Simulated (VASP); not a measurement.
Li, 1 atom in the cell. It takes space group Pm-3m (No. 221, cubic). The conventional cell has a = 2.726 Å, b = 2.726 Å, c = 2.726 Å, α = 90.00°, β = 90.00°, γ = 90.00°. Around Li (site symmetry m-3m) lie 6 Li at 2.73 Å. This isn't the form of Li at room conditions, which is bcc.

| Property | Result |
| --- | --- |
| Program | VASP 6.6.1 |
| Task | single point |
| Functional | BLYP |
| Potentials or basis | VASP PAW PBE potentials, release 64 (Li_sv) |
| Cutoff | 520 eV |
| k mesh | 19 × 19 × 19 |
| Occupations | fermi-dirac, width 0.1 eV |
| Spin | no spin polarisation |
| Dipole correction | no |
| Further INCAR settings | ALGO = Normal; EDIFF = 1e-06; NBANDS = 8 |

Potentials or basis: VASP PAW PBE potentials, release 64 (Li_sv).

Command:

```console
$ cat potpaw_PBE.64/Li_sv/POTCAR > POTCAR
$ mpirun -np 1 vasp_std > vasp.out
```

Hardware: 1 thread of AMD EPYC 7R43 64-Core Processor (Zen 3) (shared host).

Q: How long does it take, and how much memory?

A: Run time: 28 s on 1 thread of AMD EPYC 7R43 64-Core Processor (Zen 3), on a shared host, peak memory 0.09 GiB. Counts: scf iterations 11, k points 220.
